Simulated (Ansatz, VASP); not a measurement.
## Two plane-wave programs on BN

File INCAR:

```
SYSTEM = BN
PREC     = Accurate       ! precision mode
ENCUT    = 520            ! plane-wave cutoff, eV
EDIFF    = 1E-7           ! SCF threshold, eV
ISMEAR   = 0              ! smearing method
SIGMA    = 0.05           ! smearing width, eV
LREAL    = .False.        ! projectors in reciprocal space
LASPH    = .True.         ! aspherical terms in the spheres
NELM     = 80             ! most SCF steps
ALGO     = Normal         ! electronic algorithm
ISIF     = 2              ! what is computed and relaxed
LWAVE    = .False.        ! write WAVECAR
LCHARG   = .False.        ! write CHGCAR
GGA      = PE             ! functional
NBANDS   = 11             ! bands
```

KPOINTS

```
Automatic mesh
0
Gamma
  12 12 12
  0 0 0
```

File POSCAR:

```
BN
1.0
    0.0000000000      1.9492744484      1.7476012627
    1.7476012627      0.0000000000      1.7476012627
    1.7476012627      1.9492744484      0.0000000000
B N
1 1
Direct
    0.0000000000      0.0000000000      0.0000000000
    0.7500000000      0.7500000000      0.7500000000
```

Input for Ansatz:

```yaml
crystal:
  lattice:
    - [0.0, 1.9492744484, 1.7476012627]
    - [1.7476012627, 0.0, 1.7476012627]
    - [1.7476012627, 1.9492744484, 0.0]
  atoms:
    - { symbol: B, position: [0.0, 0.0, 0.0] }
    - { symbol: "N", position: [0.75, 0.75, 0.75] }
basis:
  ecutwfc: 520.0
kpoints:
  mp_grid: { grid: [12, 12, 12] }
hamiltonian:
  xc: pbe
scf:
  occupations: { method: gaussian, width: 0.05 }
output:
  forces: true
  stress: true
  eigenvalues: true
  write_density: true
  write_potential: true
  elf: true
  volumetric_format: npy
```

Alike in both runs: task single point; functional PBE; k mesh 12 × 12 × 12; occupations gaussian, width 0.05 eV; no spin polarisation.

|  | VASP | Ansatz |
| --- | --- | --- |
| version | VASP 6.6.1 | Ansatz 0.2.0 |
| potentials or method | VASP PAW PBE potentials, release 64 (B, N) | scalar-relativistic, plane waves, PAW |
| plane-wave cutoff (eV) | 520 | 520 |
| valence electrons in the cell | 8 | 8 |

|  | VASP | Ansatz | Ansatz less VASP |
| --- | --- | --- | --- |
| gap on the k mesh at the Fermi level (eV) | 3.47 | 3.48 | +0.011 |
| least direct gap on the mesh (eV) | 8.01 | 8.01 | +0.005 |
| pressure (GPa) | 0.2 | 0.0 | -0.19 |
| largest component of the traceless stress (GPa) | 51.23 | 51.20 | -0.027 |

With one functional, cell and mesh, what is left measures potentials, basis and numerics.

A k mesh can miss the band edges.
